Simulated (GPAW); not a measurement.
# Al2O3 (P-3m1) in GPAW: single point with r2SCAN

Aim: the single point of Al2O3 with r2SCAN.

All numbers are computed with GPAW 26.7.0; they aren't measurements. Logs are shortened: lines on timing, memory, paths and dates and some standing lists are left out, and cuts for length are marked. The log counts tension as positive stress, the text compression.

## 1. The crystal as given

The structure is trigonal, space group P-3m1 (No. 164). Conventional cell: a = 3.017 Å, b = 3.017 Å, c = 7.575 Å, α = 90.00°, β = 90.00°, γ = 120.00°. Around Al (site symmetry 3m) lie 4 O at 1.68 to 1.84 Å. Around O (site symmetry -3m) lie 2 Al at 1.68 Å. Around O (site symmetry 3m) lie 3 Al at 1.84 Å.

Measurements of this composition are mostly on another form, of space group No. 167.

## 2. Single point, r2SCAN

File run.py:

```python
from ase import Atoms
from ase.dft.bandgap import bandgap
from ase.io import write
from ase.units import GPa
from gpaw import GPAW, PW

atoms = Atoms(['Al', 'Al', 'O', 'O', 'O'],
              cell=[[3.017482544, 0.0, 0.0],
                    [-1.508741272, 2.6132165386, 0.0],
                    [0.0, 0.0, 7.5746360022]],
              scaled_positions=[[0.0, 0.0, 0.722049],
                                [0.0, 0.0, 0.277951],
                                [0.0, 0.0, 0.5],
                                [0.6666666667, 0.3333333333, 0.800546],
                                [0.3333333333, 0.6666666667, 0.199454]],
              pbc=True)

calc = GPAW(mode=PW(650),
            xc='MGGA_X_R2SCAN+MGGA_C_R2SCAN',
            kpts={'size': (8, 8, 3), 'gamma': True},
            occupations={'name': 'fermi-dirac', 'width': 0.05},
            nbands=24,
            maxiter=120,
            txt='gpaw.txt')
atoms.calc = calc
energy = atoms.get_potential_energy()
forces = atoms.get_forces()
stress = atoms.get_stress()
calc.write('gs.gpw')
write('result.traj', atoms)
print(f'Energy: {energy:.6f} eV')
print('Forces (eV/A):')
print(forces.round(4))
print('Stress (GPa):', (stress / GPa).round(3))
print('Fermi level:', round(calc.get_fermi_level(), 4), 'eV')
print(f'Gap: {bandgap(calc)[0]:.4f} eV, direct: {bandgap(calc, direct=True)[0]:.4f} eV')
```

Potentials or basis: GPAW PAW data sets (gpaw-data 1.2.1), pw.

Started as:

```sh
$ OMP_NUM_THREADS=1 python run.py
```

gpaw.txt:

```text
__  _  _
 | _ |_)|_||  |
 |__||  | ||/\| - 26.7.0

Input parameters:
  mode=PW(ecut=650.0),
  kpts=MonkhorstPack(size=(8, 8, 3), gamma=True),
  maxiter=120,
  nbands=24,
  occupations=Occupations(name='fermi-dirac', width=0.05),
  xc=XC(name='MGGA_X_R2SCAN+MGGA_C_R2SCAN')

Diagonalizing LCAO Hamiltonian
Converting LCAO to pw mode

            O
       Al

       O

       AlO

Atoms  # Å, Bohr magnetons
|   | symbol |         x |        y |        z |    initial magnetic moments |
|---|--------|-----------|----------|----------|-----------------------------|
| 0 |     Al |  0.000000 | 0.000000 | 5.469258 | ( 0.0000,  0.0000,  0.0000) |
| 1 |     Al |  0.000000 | 0.000000 | 2.105378 | ( 0.0000,  0.0000,  0.0000) |
| 2 |      O |  0.000000 | 0.000000 | 3.787318 | ( 0.0000,  0.0000,  0.0000) |
| 3 |      O |  1.508741 | 0.871072 | 6.063845 | ( 0.0000,  0.0000,  0.0000) |
| 4 |      O | -0.000000 | 1.742144 | 1.510791 | ( 0.0000,  0.0000,  0.0000) |

Unit cell  # Å
| periodic |         x |        y |        z |  lengths |     angles |
|----------|-----------|----------|----------|----------|------------|
|      yes |  3.017483 | 0.000000 | 0.000000 | 3.017483 |  90.000000 |
|      yes | -1.508741 | 2.613217 | 0.000000 | 3.017483 |  90.000000 |
|      yes |  0.000000 | 0.000000 | 7.574636 | 7.574636 | 120.000000 |

Number of symmetries: 12
Symmetry operations  # r_c * U_cc + t_c -> r_c
|    | kind |            matrix            |
|----|------|------------------------------|
|  0 |  σ   |  1, 1, 0,  0,-1, 0,  0, 0, 1 |
|  1 |  S6  |  1, 1, 0, -1, 0, 0,  0, 0,-1 |
|  2 |  E   |  1, 0, 0,  0, 1, 0,  0, 0, 1 |
|  3 |  C2  |  1, 0, 0, -1,-1, 0,  0, 0,-1 |
|  4 |  C2  |  0, 1, 0,  1, 0, 0,  0, 0,-1 |
|  5 |  C3  |  0, 1, 0, -1,-1, 0,  0, 0, 1 |
|  6 |  S6  |  0,-1, 0,  1, 1, 0,  0, 0,-1 |
|  7 |  σ   |  0,-1, 0, -1, 0, 0,  0, 0, 1 |
|  8 |  σ   | -1, 0, 0,  1, 1, 0,  0, 0, 1 |
|  9 |  i   | -1, 0, 0,  0,-1, 0,  0, 0,-1 |
| 10 |  C3  | -1,-1, 0,  1, 0, 0,  0, 0, 1 |
| 11 |  C2  | -1,-1, 0,  0, 1, 0,  0, 0,-1 |

BZ-sampling:
  Number of BZ points: 192
  Number of IBZ points: 25

  Monkhorst-Pack size: [8, 8, 3]
  Monkhorst-Pack shift: [0.0625, 0.0625, 0.0]

K-points  # in reciprocal-cell coordinates
|     |                                coordinates |     weight |
|-----|--------------------------------------------|------------|
|   0 | (  0.00000000,   0.00000000,   0.00000000) | 0.00520833 |
|   1 | (  0.00000000,   0.00000000,   0.33333333) | 0.01041667 |
|   2 | (  0.12500000,   0.00000000,  -0.33333333) | 0.03125000 |
|   3 | (  0.12500000,   0.00000000,   0.00000000) | 0.03125000 |
|   4 | (  0.12500000,   0.00000000,   0.33333333) | 0.03125000 |
|   5 | (  0.25000000,  -0.12500000,   0.00000000) | 0.03125000 |
|   6 | (  0.25000000,  -0.12500000,   0.33333333) | 0.06250000 |
|   7 | (  0.25000000,   0.00000000,  -0.33333333) | 0.03125000 |
|   8 | (  0.25000000,   0.00000000,   0.00000000) | 0.03125000 |
|   9 | (  0.25000000,   0.00000000,   0.33333333) | 0.03125000 |
| ... |                                            |            |
|  24 | (  0.50000000,   0.50000000,   0.33333333) | 0.03125000 |

Plane wave coefficients: 2264
Cutoff: 650.0 eV

Spin-components: 1 (collinear spins)
Bands:           24
Projectors:      25
Spin-degeneracy: 2
Datatype:        complex128

Parallelization:
  kpt:    1
  domain: 1
  band:   1

Density:
  Valence electrons: 24.0
  Components: 1
  Grid points: [18 18 45]
  Charge: 0.0  # |e|

Potential:
  Grid points: [18 18 45]

species:
  Al:
    name:    Aluminium
    Z:       13.0
    valence: 3
    core:    10
    charge:  0.0  # [|e|]
    compensation charges:
      type: gauss
      rc: 0.34  # [Å]
      lmax: 2
    cutoffs:
      filter: 1.91  # [Å]
      core: 2.36  # [Å]
    projectors
    | kind |    occ | energy [eV] | rcut [Å] |
    |------|--------|-------------|----------|
    |   3s |  2.000 |      -7.753 |    1.085 |
    |   3p |  1.000 |      -2.712 |    1.085 |
    |    s |        |      19.459 |    1.085 |
    |    p |        |      24.499 |    1.085 |
    |    d |        |       0.000 |    1.085 |

    Using partial waves for Al as LCAO basis

  O:
    name:    Oxygen
    Z:       8.0
    valence: 6
    core:    2
    charge:  0.0  # [|e|]
    compensation charges:
      type: gauss
      rc: 0.21  # [Å]
      lmax: 2
    cutoffs:
      filter: 1.17  # [Å]
      core: 0.83  # [Å]
    projectors
    | kind |    occ | energy [eV] | rcut [Å] |
    |------|--------|-------------|----------|
    |   2s |  2.000 |     -23.961 |    0.688 |
    |   2p |  4.000 |      -9.029 |    0.598 |
    |    s |        |       3.251 |    0.688 |
    |    p |        |      18.182 |    0.598 |
    |    d |        |       0.000 |    0.619 |

    Using partial waves for O as LCAO basis

Reference energy: -19329.403433  # eV

eigensolver:
  PPCG
  Converge bands: occupied
  niter=2

density mixing:
  MSR1-Mixer
  Pratt-step length: 0.05
  Maximum mixing coefficient: 0.75
  Old densities: 10
  SVD Regularization: 0.005
  Good broyden scale: 1.0
  Trust region scale: 1.0
  Backstep threshold: 4.0
  History deletion threshold: 6.0
  Fourier metric: weight=20.0, sigma=0.015

occupation numbers:
  Fermi-Dirac:
    width: 0.0500  # eV

poisson solver:
  ecut: 5200.0  # eV

xc functional:
  name: MGGA_X_R2SCAN+MGGA_C_R2SCAN with 2 nearest neighbor stencil

convergence criteria:
- Maximum [total energy] change in last 3 cyles: 0.0005 eV / valence electron
- Maximum integral of absolute [dens]ity change: 0.0001 electrons / valence electron
- Maximum integral of absolute [eigenst]ate change: 4e-08 eV^2 / valence electron
maximum number of iterations: 120

SCF iterations
|iter     | |      energy | eigst |  dens |
|---------|-|-------------|-------|-------|
|iter:   1| |  -60.664694 | -0.22 |       |
|iter:   2| |  -49.690431 | -1.67 | -0.66 |
|iter:   3| |  -46.597712 | -0.72 | -0.70 |
|iter:   4| |  -46.686400 | -1.93 | -1.21 |
|iter:   5| |  -46.723317 | -2.74 | -1.50 |
|iter:   6| |  -46.718689 | -3.25 | -1.92 |
|iter:   7| |  -46.718635c| -5.22 | -2.81 |
|iter:   8| |  -46.718708c| -5.73 | -3.10 |
|iter:   9| |  -46.718709c| -7.31 | -3.94 |
|iter:  10| |  -46.718709c| -7.63c| -4.76c|

Converged in 10 steps
Energy contributions relative to reference atoms: (reference = -19329.403433)

Energy contributions:
  Kinetic:          32.628263
  Coulomb:         -29.484772
  Zero:              0.392001
  External:          0.000000
  Xc:              -50.254201
  Entropy:          -0.000000
  Spinorbit:         0.000000
  ----------------------------
  Free energy:     -46.718709
  Extrapolated:    -46.718709

dipole moment: (-9.332480, -16.164330, -0.000001)  # |e|*Ang

Fermi level: 5.279
Eigenvalues  # (at kpt = [0.000, 0.000, 0.000])
| band index |      eig [eV] | occ [0-2] |
|------------|---------------|-----------|
|          0 |       -17.060 |     2.000 |
|        ... |               |           |
|          4 |        -1.034 |     2.000 |
|          5 |        -0.264 |     2.000 |
|          6 |        -0.263 |     2.000 |
|          7 |        -0.249 |     2.000 |
|          8 |        -0.248 |     2.000 |
|          9 |         1.125 |     2.000 |
[... 8 lines left out ...]
|         18 |        16.736 |     0.000 |
|         19 |        17.101 |     0.000 |
|        ... |               |           |
|         23 |        21.748 |     0.000 |

Gap: 3.020 eV
Transition (v -> c):
  (s=0, k=0, n=11, [0.00, 0.00, 0.00]) -> (s=0, k=0, n=12, [0.00, 0.00, 0.00])
No difference between direct/indirect transitions

Forces  # eV/Ang
|        x |        y |        z |
|----------|----------|----------|
|  0.00000 |  0.00000 | -0.03225 |  # Al   0
| -0.00000 | -0.00000 |  0.03225 |  # Al   1
|  0.00000 |  0.00000 |  0.00000 |  # O    2
| -0.00000 | -0.00000 | -0.30890 |  # O    3
|  0.00000 |  0.00000 |  0.30890 |  # O    4

Stress tensor  # eV/Ang^3
|         x |         y |        z |
|-----------|-----------|----------|
|  0.036613 | -0.000000 | 0.000000 |
| -0.000000 |  0.036613 | 0.000000 |
|  0.000000 |  0.000000 | 0.034372 |

# Writing to gs.gpw (mode='')
```

Wall time 83 s (1 thread of Arm Neoverse V1, shared host); peak memory 0.22 GiB.

What came out:

```
Free energy            : -46.7187 eV
Pressure               : -5.7 GPa
Largest force          : 0.309 eV/Å
Band gap on the k mesh : 3.02 eV, direct
```

Forces in eV/Å, atoms in the order of the input:
```
Al   0.000  0.000 -0.032
Al   0.000  0.000  0.032
O    0.000  0.000  0.000
O    0.000  0.000 -0.309
O    0.000  0.000  0.309
```

Stress tensor (GPa, compression positive):
```
-5.87  0.00  0.00
 0.00 -5.87  0.00
 0.00  0.00 -5.51
```

Caveat: the cutoff is short for stress and forces, so pressures can be off by a GPa or more; the PAW data sets were made with another functional, which shifts forces and pressure a little. r2SCAN opens gaps a little over a GGA but as a rule still falls short of measured ones.
